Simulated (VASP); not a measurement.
# Si (Fd-3m) in VASP: a series of runs, part 2 of 2

VASP 6.6.1.

## (4) Relaxation of cell and atoms, PBE

This run uses another cell than the first one, of 20.02 Å³/atom, 0.979 times its volume.

INCAR reads:

```
PREC = Accurate
ENCUT = 600
EDIFF = 1E-6
ISMEAR = 0
SIGMA = 0.02
LREAL = False
LASPH = True
NELM = 100
ALGO = Normal
ISIF = 3
LWAVE = False
LCHARG = False
GGA = PE
IBRION = 2
NSW = 100
EDIFFG = -0.005
```

KPOINTS reads:

```
Automatic mesh
0
Gamma
  10 10 10
```

POSCAR reads:

```
Si
1.0
    0.0000000000      2.7154700000      2.7154700000
    2.7154700000      0.0000000000      2.7154700000
    2.7154700000      2.7154700000      0.0000000000
Si
2
Direct
    0.5000000000      0.5000000000      0.5000000000
    0.7500000000      0.7500000000      0.7500000000
```

Potentials or basis: VASP PAW PBE potentials, release 64 (Si).

The run is started by

```sh
$ cat potpaw_PBE.64/Si/POTCAR > POTCAR
$ mpirun -np 1 vasp_std > vasp.out
```

OUTCAR:

```text
PREC = Accurate
   ENCUT = 600
   EDIFF = 1E-6
   ISMEAR = 0
   LREAL = False
   LASPH = True
   NELM = 100
   ISIF = 3
   GGA = PE
   IBRION = 2
   NSW = 100
   EDIFFG = -0.005

 ion  position               nearest neighbor table
   1  0.500  0.500  0.500-   2 2.35   2 2.35   2 2.35   2 2.35
   2  0.750  0.750  0.750-   1 2.35   1 2.35   1 2.35   1 2.35

  LATTYP: Found a face centered cubic cell.
 ALAT       =     5.4309400000

  Lattice vectors:

 A1 = (   0.0000000000,   2.7154700000,   2.7154700000)
 A2 = (   2.7154700000,   0.0000000000,   2.7154700000)
 A3 = (   2.7154700000,   2.7154700000,   0.0000000000)

Analysis of symmetry for initial positions (statically):
=====================================================================
 Subroutine PRICEL returns:
 Original cell was already a primitive cell.

 Routine SETGRP: Setting up the symmetry group for a
 face centered cubic supercell.

 Subroutine GETGRP returns: Found 48 space group operations
 (whereof 24 operations were pure point group operations)
 out of a pool of 48 trial point group operations.

The static configuration has the point symmetry T_d .
 The point group associated with its full space group is O_h .

Analysis of symmetry for dynamics (positions and initial velocities):
=====================================================================
 Subroutine PRICEL returns:
 Original cell was already a primitive cell.

 Routine SETGRP: Setting up the symmetry group for a
 face centered cubic supercell.

 Subroutine GETGRP returns: Found 48 space group operations
 (whereof 24 operations were pure point group operations)
 out of a pool of 48 trial point group operations.

The dynamic configuration has the point symmetry T_d .
 The point group associated with its full space group is O_h .

 Subroutine INISYM returns: Found 48 space group operations
[... 131 lines left out ...]
  energy-cutoff  :      600.00
  volume of cell :       40.05
 maximum number of plane-waves:      1363
   NGX = 15   NGY = 15   NGZ = 15

--------------------------------------- Ionic step        1  -------------------------------------------

 number of electron       7.9999999 magnetization

 Free energy of the ion-electron system (eV)
  ---------------------------------------------------
  ext. energy  EPLUGINS =         0.00000000
  ---------------------------------------------------
  free energy    TOTEN  =       -10.84433387 eV

  energy without entropy =      -10.84433387  energy(sigma->0) =      -10.84433387

------------------------ aborting loop because EDIFF is reached ----------------------------------------

  FORCE on cell =-STRESS in cart. coord.  units (eV):
  Direction    XX          YY          ZZ          XY          YZ          ZX
  --------------------------------------------------------------------------------------
  -------------------------------------------------------------------------------------
  Total        0.4849554      0.4849554      0.4849554      0.0000000      0.0000000      0.0000000
  in kB       19.4020385     19.4020385     19.4020385      0.0000000      0.0000000      0.0000000
  external PRESSURE =      19.4020385 kB  Pullay stress =       0.0000000 kB
[... 59 lines left out ...]
--------------------------------------- Ionic step        3  -------------------------------------------

 number of electron       8.0000000 magnetization

 Free energy of the ion-electron system (eV)
  ---------------------------------------------------
  ext. energy  EPLUGINS =         0.00000000
  ---------------------------------------------------
  free energy    TOTEN  =       -10.84930041 eV

  energy without entropy =      -10.84930041  energy(sigma->0) =      -10.84930041

 E-fermi :   5.7174     XC(G=0):  -9.3273

 val. band max:        5.6169735611   @ k =   0.0000   0.0000   0.0000
 cond. band min:       6.2348319608   @ k =   0.4000   0.4000   0.0000
 fundamental gap:      0.6178583997
 Fermi energy:         5.7173996088

 k-point     1 :       0.0000    0.0000    0.0000
  band No.  band energies     occupation
      1      -6.1981      2.00000
      2       5.6170      2.00000
      3       5.6170      2.00000
      4       5.6170      2.00000
      5       8.1739      0.00000
      6       8.1739      0.00000
      7       8.1739      0.00000
      8       8.7518      0.00000
[... 243 lines left out ...]
 k-point    24 :       0.4000    0.3000    0.0000
  band No.  band energies     occupation
      1      -4.0754      2.00000
      2       0.2243      2.00000
      3       2.8233      2.00000
      4       3.2330      2.00000
      5       6.6939      0.00000
      6       7.8827      0.00000
      7      12.4726      0.00000
      8      12.6130      0.00000

 [... further k-points ...]

------------------------ aborting loop because EDIFF is reached ----------------------------------------

  FORCE on cell =-STRESS in cart. coord.  units (eV):
  Direction    XX          YY          ZZ          XY          YZ          ZX
  --------------------------------------------------------------------------------------
  -------------------------------------------------------------------------------------
  Total        0.0014600      0.0014600      0.0014600      0.0000000     -0.0000000     -0.0000000
  in kB        0.0572146      0.0572146      0.0572146      0.0000000     -0.0000000     -0.0000000
  external PRESSURE =       0.0572146 kB  Pullay stress =       0.0000000 kB
[... 17 lines left out ...]
  FREE ENERGIE OF THE ION-ELECTRON SYSTEM (eV)
  ---------------------------------------------------
  free  energy   TOTEN  =       -10.8493004106 eV

  energy  without entropy=      -10.8493004106  energy(sigma->0) =      -10.84930041

 reached required accuracy - stopping structural energy minimisation
```

OSZICAR:

```text
N       E                     dE             d eps       ncg     rms          rms(c)
DAV:   1     0.116004191894E+02    0.11600E+02   -0.37414E+03   752   0.911E+02
DAV:   2    -0.107210615782E+02   -0.22321E+02   -0.21493E+02  1112   0.911E+01
[... 18 lines left out ...]
       N       E                     dE             d eps       ncg     rms          rms(c)
DAV:   1    -0.108504045077E+02   -0.33497E-02   -0.44079E-02   888   0.121E+00    0.201E-01
DAV:   2    -0.108496719923E+02    0.73252E-03   -0.62648E-04   984   0.175E-01    0.122E-01
DAV:   3    -0.108492968519E+02    0.37514E-03   -0.80739E-04   872   0.145E-01    0.400E-02
DAV:   4    -0.108492979774E+02   -0.11255E-05   -0.81772E-06  1024   0.260E-02    0.356E-02
DAV:   5    -0.108493005214E+02   -0.25440E-05   -0.20872E-06   904   0.108E-02    0.843E-03
DAV:   6    -0.108493004106E+02    0.11079E-06   -0.21936E-08   432   0.148E-03
   3 F= -.10849300E+02 E0= -.10849300E+02  d E =-.496654E-02
```

Wall time 21 s (1 thread of Intel Xeon Platinum 8375C at 2.90GHz (Ice Lake), shared host); peak memory 0.17 GiB.

Results:

```
Free energy                            : -10.8493 eV
Relaxed volume                         : 20.44 Å³/atom
Relaxed cell                           : a = 3.867 Å, b = 3.867 Å, c = 3.867 Å, α = 60.00°, β = 60.00°, γ = 60.00°
Space group after relaxing (to 0.05 Å) : Fd-3m (No. 227)
Energy gained by relaxing              : 2.5 meV/atom
Ionic steps                            : 3
Pressure after relaxing                : 0.0 GPa
Band gap on the k mesh                 : 0.62 eV, indirect (least direct gap 2.56 eV)
```

The path:
| step | energy change (eV) | largest force (eV/Å) | pressure (GPa) | volume (Å³) |
| --- | --- | --- | --- | --- |
| 1 | 0.0000 | 0.0000 | 1.94 | 40.05 |
| 2 | -0.0027 | 0.0000 | -1.21 | 41.47 |
| 3 | -0.0050 | 0.0000 | 0.01 | 40.89 |

Final structure:
```
CELL_PARAMETERS angstrom
0.00000 2.73429 2.73429
2.73429 0.00000 2.73429
2.73429 2.73429 0.00000
ATOMIC_POSITIONS crystal
Si 0.50000 0.50000 0.50000
Si 0.75000 0.75000 0.75000
```

Levels at points of the mesh, in eV from the valence-band top:
```tsv
k point	band 1	band 2	band 3	band 4	band 5	band 6	band 7	band 8
(0.00, 0.00, 0.00)	-11.82	0.00	0.00	0.00	2.56	2.56	2.56	3.13
(0.50, 0.00, 0.00)	-9.54	-6.87	-1.18	-1.18	1.47	3.35	3.35	7.70
(0.50, 0.50, 0.00)	-7.75	-7.75	-2.79	-2.79	0.75	0.75	9.94	9.94
```

A k mesh can miss the band edges. PBE usually gives volumes a little too large and moduli too small.

## (5) The runs side by side

```tsv
task	cell	k mesh	cutoff (eV)	smearing	gap on the mesh (eV)	pressure (GPa)
single point	the relaxed cell repeated 2 times	8 × 8 × 6	520	gaussian 0.05 eV	0.61	0.0
single point	Fd-3m, 20.45 Å³/atom	10 × 10 × 10	520	gaussian 0.02 eV	0.62	0.0
relaxation of cell and atoms	relaxed	10 × 10 × 10	600	gaussian 0.02 eV	0.62	0.0
```

Alike in all rows: level PBE; potentials or basis VASP PAW PBE potentials, release 64 (Si); no spin polarisation.

Total energies depend on the potentials used, so only differences within one code and one set of settings carry meaning.
